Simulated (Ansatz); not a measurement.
# Ge (Imma) in Ansatz: settings compared

Aim: see how the results for Ge move with the level of theory and the settings. Levels: HSE06, HSE03, HSEsol. Tasks: band structure.

All numbers are computed with Ansatz 0.2.0; they aren't measurements. Logs are shortened: lines on timing, memory, paths and dates and some standing lists are left out, and cuts for length are marked.

## (1) The structure

The structure is orthorhombic, space group Imma (No. 74). The conventional cell has a = 4.992 Å, b = 5.302 Å, c = 2.874 Å, α = 90.00°, β = 90.00°, γ = 90.00°. Ge (site symmetry mm2) is surrounded by 6 Ge at 2.68 to 2.87 Å.

This isn't the form of Ge at room conditions, which is diamond.

## (2) Band structure, HSE06

input reads:

```
crystal:
  lattice:
    - [-2.495898, 2.650863, 1.436947]
    - [2.495898, -2.650863, 1.436947]
    - [2.495898, 2.650863, -1.436947]
  atoms:
    - { symbol: Ge, position: [0.314057, 0.064057, 0.25] }
    - { symbol: Ge, position: [0.685943, 0.935943, 0.75] }
hamiltonian:
  xc: hse06
  pseudopotentials: { kind: paw }
kpoints:
  mp_grid: { grid: [6, 6, 6] }
  band_path:
    path:
      - [[0.0, 0.0, 0.0], [0.3234593264, 0.3234593264, -0.3234593264], [0.2950845098, 0.3518341431, -0.2950845098], [0.0, 0.5, 0.0], [0.25, 0.25, 0.25], [0.5, 0.0, 0.0], [0.6765406736, -0.3234593264, 0.3234593264], [0.5, -0.5, 0.5], [0.0, 0.0, 0.0], [-0.4716251834, 0.4716251834, 0.4716251834], [0.0, 0.0, 0.5], [0.25, 0.25, 0.25]]
      - [[-0.2950845098, 0.6481658569, 0.2950845098], [-0.4716251834, 0.4716251834, 0.4716251834]]
      - [[0.4716251834, -0.4716251834, 0.5283748166], [0.5, -0.5, 0.5]]
    npoints: 4
scf:
  occupations: { method: fermi_dirac, width: 0.05 }
  n_extra_bands: 6
output:
  forces: true
  stress: true
  eigenvalues: true
  fatbands: false
```

Potentials or basis: Ansatz PAW.

The program printed:

```text
Warning: output.stress: scf.convergence.dr2_threshold = 1e-7 eV (the SCF's general default) is looser than the 2e-10 eV advised for a printed stress (1e-10 eV for each atom of the cell: 2). What an SCF threshold leaves in a stress goes as its square root, and in the free energy as the threshold itself, and one threshold admits the most on a small cell: of the crystals measured, under no hybrid functional and no lock of the moments, on runs that ended without the residual-converged pass, on stresses that held no estimate of that error, the worst erred by over 100 MPa in a component at 1e-7 eV an atom and by under 5 at 1e-10. Set scf.convergence.dr2_threshold to 2e-10 eV or tighter. The threshold is an SCF's pass mark: one that does not reach it within its budget of iterations ends unconverged, or closes short of it on a stop that the run arms, and scf.convergence.dr2_threshold's page says what that costs each kind of run
Warning: output.stress: scf.exx.energy_threshold = 1e-6 eV is looser than the 2e-8 eV advised for a stress under a hybrid functional (1e-8 eV for each atom of the cell: 2). Every SCF of the exchange loop can meet its threshold on dr2 while the loop round them stops early: no threshold on dr2 bounds what that leaves in the stress. Set scf.exx.energy_threshold to 2e-8 eV or tighter. The threshold is the loop's pass mark: a loop that does not reach it within its budget of cycles ends unconverged, and scf.exx.energy_threshold's page has the law
scf.n_extra_bands = 6 over 14 filled bands (N_el = 28.0): the run solves 20 bands
GPUs: using 1 of 1 available (devices: 1).
Engine: ansatz 0.2.0, x86_64-unknown-linux-gnu
Pseudopotentials: kind: paw
Pseudopotential: Ge, paw, valence charge 14, recommended cutoff 420 eV (normal), Ge.paw.azcp
Functional definition: HSE06
  parameter a = 0.25
  parameter omega = 0.11/bohr
  exchange = pbe_x - a*pbe_x_sr(omega) + a*exact_x_sr(omega)
  correlation = pbe_c
device memory: the entry about to start is reckoned to put 0.9 GiB on a device that reports 68.8 GiB free (of which the cap on the GPU budget leaves the run 18.0 GiB)
GPU FFT provider: cuFFT
GPU libraries: cuBLAS 13.8.2, cuFFT 12.4.0, cuSOLVER 12.3.4
Crystal: 2 atoms, lattice volume = 38.029 Å³
Basis set: ecut = 420 eV, 765 PW (Γ), exchange–correlation on 54×54×54 points (8 copies of the dense FFT grid, shifted against one another)
Bands: 20, of which v1, the nominal top of the filled ones, is band 14 counted from 1 (13 counted from 0)
Symmetry: 8 space group operations
Space group: Imma (ITA 74), of the structure as read, at distance tolerance 3.4e-5 Å
k-points: 46 of 216
Non-local potential: Ge, projectors of the file, l = 0: 2, l = 1: 2, l = 2: 3, l = 3: 1
PAW form: soft (Blöchl's): semilocal exchange-correlation on the pseudo side does not see the compensation charge
PAW frozen core: Ge, regenerated for the run's functional, and the local potential with it (the file was generated under x = pbe(κ = 0.804, μ = 0.2195149727645171), c = pbe(β = 0.06672455060314922))
PAW one-centre angular grid: Ge, 590 points (default); XC on 64 Gauss nodes
Initial density: superposition of atomic densities (neutral atoms: chi_scale 0, normalization atom), corrected by the library's trained network
Initial wavefunctions: pseudopotential atomic-orbital guess
GPU buffer pool allocated for 19683 grid points (all kernels)
GPU transforms: local potential and band sums: pruned to the plane-wave sphere, on 27×27×27
Functional: x = pbe(κ = 0.804, μ = 0.2195149727645171), c = pbe(β = 0.06672455060314922), warm-up for x = pbe(κ = 0.804, μ = 0.2195149727645171) + 0.25 (exact − pbe) at short range (hse, ω = 0.20786987370883472 Å⁻¹), c = pbe(β = 0.06672455060314922); HSE06 as pw.x's `hse` composes it (authors' and Libxc's form: `xc: wpbeh`)
SCF iter   1: F=—  HF=-8589.501351 eV  |F-HF|=—  |Δ(HF+E_count)|=         —  Δρ=1.40e-3  dr2=3.61e-4  ethr=1.77e-3  ⟨swp⟩=7.5  Hψ=3674  notcnv=0
[... 44 lines left out ...]
SCF iter   5: F=-8591.034694 eV  HF=-8591.034694 eV  |F-HF|=1.13e-10  |Δ(HF+E_count)|=   5.91e-8  Δρ=9.20e-7  dr2=2.31e-10  ethr=7.27e-11  ⟨swp⟩=3.8  Hψ=2208  notcnv=0  defer=5
SCF 3 converged in 5 iterations: F = -8591.034694 eV  dr2 = 2.31e-10
  Residual-converged pass: ⟨swp⟩=3.7  Hψ=2267  notcnv=0  max |occ|·‖R‖ = 2.7e-7 eV (tolerance 2.7e-7 eV)  dr2=2.29e-10  dr2_onsite=5.93e-11  max |Δocc| = 4.7e-12
hybrid outer 2: dexx = +6.484e-7 eV, tail = 2.03e-8 eV, Δε = 3.61e-3 eV (about 1.00e-4 eV left of the loop's levels), ΔF = 2.81e-3 eV/Å (tail 8.15e-4)
device memory: the entry about to start is reckoned to put 0.4 GiB on a device that reports 68.7 GiB free (of which the cap on the GPU budget leaves the run 18.0 GiB)
NSCF: frozen V_eff on 55 k-points, pencils in batches of 32, up to order 88
hybrid SCF converged: 2 outer / 12 inner (+7 warm-up), last move |dexx| = 6.48e-7 eV, tail = 2.03e-8 eV
Stability not checked: this state was not tested for a lower state beside it, because the functional holds exact exchange (a hybrid, or Hartree-Fock), whose exchange loop this test does not read (fock_operator; see scf.lower_state_search)
Free energy (F): -8591.034688 eV
Frozen-core exchange: fock
Harris-Foulkes:  -8591.034688 eV  (|F-HF|=1.13e-10)
Internal energy: -8591.029005 eV  (E = F + TS)
E sigma→0 (E₀):  -8591.031846 eV
Entropy (-TS):   -0.005682 eV (-2.841 meV/atom)
Fermi energy:    11.011241 eV
--- Per-component energies (eV) ---
  E_band       = -307.297370
  E_kinetic    = 219.156374
  E_local      = -4331.500356  (includes V_loc(G=0)·N_el)
  E_nonlocal   = 833.844551
  E_hartree    = 1899.131910
  E_xc         = -121.884308
  E_vxc        = -103.956297  (∫ρ·V_xc dr)
  E_exx        = -108.484058  (= α·E_x^exact, valence–valence)
  E_paw        = -3957.241343  (= ΣΔE_a)
  E_vpaw       = -506.136944  (= ΣTr[D̂ρ^β])
  E_aug_tail   = 0.000727  (compensation charges beyond the density's cutoff)
  E_ewald      = -3023.321753
  E_core_change = -0.730747  (= ΣΔE_core)
  E_smearing   = -0.005682  (= −TS)
  E_closure    = -0.000002  (closes the sum)
  Σ components = -8591.034688   (vs F -8591.034688, Δ=0.00e0)
--- Forces (eV/Å), atoms counted from 1 ---
  atom   1  Ge     0.00000000     0.00000000     0.05176166
  atom   2  Ge     0.00000000     0.00000000    -0.05176166
  max |Σ_I F_I| component: 1.39e-17 eV/Å
--- Stress (GPa, compression-positive) ---
       -2.040947       0.000000       0.000000
        0.000000       3.251380       0.000000
        0.000000       0.000000      -3.668919
  P = ⅓ Tr σ = -0.8195 GPa (-8.195 kbar)
--- Band table (eV; the first three rows and the last of 46) ---
  k-point 0: bands = ["-17.4071", "-17.3404", "-17.3376", "-17.3210", "-17.3008", "-17.2577", "-17.2071", "-17.1946", "-17.1610", "-17.0987", "-3.9540", "6.6774", "8.0022", "8.4840", "14.4955", "18.5126", "18.7884", "19.6147", "19.9607", "22.1274"]
  k-point 1: bands = ["-17.3914", "-17.3475", "-17.3407", "-17.3092", "-17.2889", "-17.2512", "-17.2088", "-17.2005", "-17.1696", "-17.1164", "-3.6132", "4.2807", "8.6393", "9.9002", "16.1489", "16.4124", "18.1371", "19.0420", "19.2400", "23.2989"]
  k-point 2: bands = ["-17.3573", "-17.3556", "-17.3388", "-17.2790", "-17.2715", "-17.2356", "-17.2168", "-17.2137", "-17.1936", "-17.1592", "-2.5915", "1.4382", "9.7197", "11.5430", "13.7266", "15.7314", "18.4921", "18.6381", "20.0909", "22.5677"]
  k-point 45: bands = ["-17.3884", "-17.3294", "-17.2926", "-17.2779", "-17.2447", "-17.2316", "-17.2229", "-17.2151", "-17.2106", "-17.2023", "0.5523", "1.5684", "4.0674", "4.3906", "15.8038", "18.2823", "22.6182", "23.2701", "24.5287", "27.9897"]
```

bands.tsv:

```text
# k_distance	band_0	band_1	band_2	band_3	band_4	band_5	band_6	band_7	band_8	band_9	band_10	band_11	band_12	band_13	band_14	band_15	band_16	band_17	band_18	band_19
[... 77 lines left out ...]
9.884514	-28.399623	-28.340757	-28.304723	-28.288318	-28.256010	-28.243028	-28.233991	-28.226770	-28.221305	-28.213499	-10.453692	-9.490587	-6.938499	-6.561707	4.797184	7.274596	11.589788	12.209854	13.496863	16.885527
9.902372	-28.399629	-28.340674	-28.304112	-28.288941	-28.255968	-28.242876	-28.234105	-28.226481	-28.221705	-28.213526	-10.457656	-9.454969	-6.942483	-6.605692	4.793700	7.271937	11.602674	12.246528	13.512259	16.953029
9.920230	-28.399631	-28.340646	-28.303896	-28.289160	-28.255954	-28.242826	-28.234143	-28.226374	-28.221849	-28.213535	-10.458977	-9.442847	-6.943811	-6.620605	4.792538	7.271050	11.606989	12.258820	13.517426	16.978412
```

Run time: 95 s. Hardware: 1 × NVIDIA H100 80GB HBM3 with 2 threads of AMD EPYC 7R13 (Zen 3), shared host; peak memory 2.3 GiB.

What came out:

- Free energy: -8591.0347 eV
- Pressure: -0.8 GPa
- Largest force: 0.052 eV/Å
- Band gap on the k mesh: none (metal or under the smearing width)

Forces in eV/Å, atoms in the order of the input:
```
Ge   0.000  0.000  0.052
Ge   0.000  0.000 -0.052
```

Stress tensor (GPa, compression positive):
```
-2.04  0.00  0.00
 0.00  3.25  0.00
 0.00  0.00 -3.67
```

Levels at the corners of the path, in eV from the Fermi level:
```csv
point,band 12,band 13,band 14,band 15,band 16,band 17
Γ,-4.33,-3.01,-2.53,3.48,7.50,7.78
X,-7.60,-4.58,-4.37,-4.01,4.06,5.95
L,-7.64,-4.65,-4.57,-3.59,3.84,6.18
T,-6.92,-3.97,-2.88,-2.39,3.16,4.35
W,-8.05,-5.16,-5.16,4.10,4.10,5.60
R,-8.09,-2.32,-2.05,-1.19,1.46,3.40
X1,-7.60,-4.58,-4.37,-4.01,4.06,5.95
Z,-9.44,-6.94,-6.62,4.79,7.27,11.61
Γ,-4.33,-3.01,-2.53,3.48,7.50,7.78
Y,-9.62,-6.92,-6.40,4.81,7.29,11.54
S,-11.91,0.43,0.43,2.41,2.41,7.33
W,-8.05,-5.16,-5.16,4.10,4.10,5.60
L1,-7.64,-4.65,-4.57,-3.59,3.84,6.18
Y,-9.62,-6.92,-6.40,4.81,7.29,11.54
Y1,-9.62,-6.92,-6.40,4.81,7.29,11.54
Z,-9.44,-6.94,-6.62,4.79,7.27,11.61
```

Caveat: the k mesh is coarse (spacing up to 0.42 Å⁻¹), so the values aren't converged, least of all with exact exchange; the PAW data sets come from PBE, with cores solved anew for the run's functional, which leaves a small shift of forces and pressure; the thresholds are loose for stress.

(Part 1 of 2 ends here.)
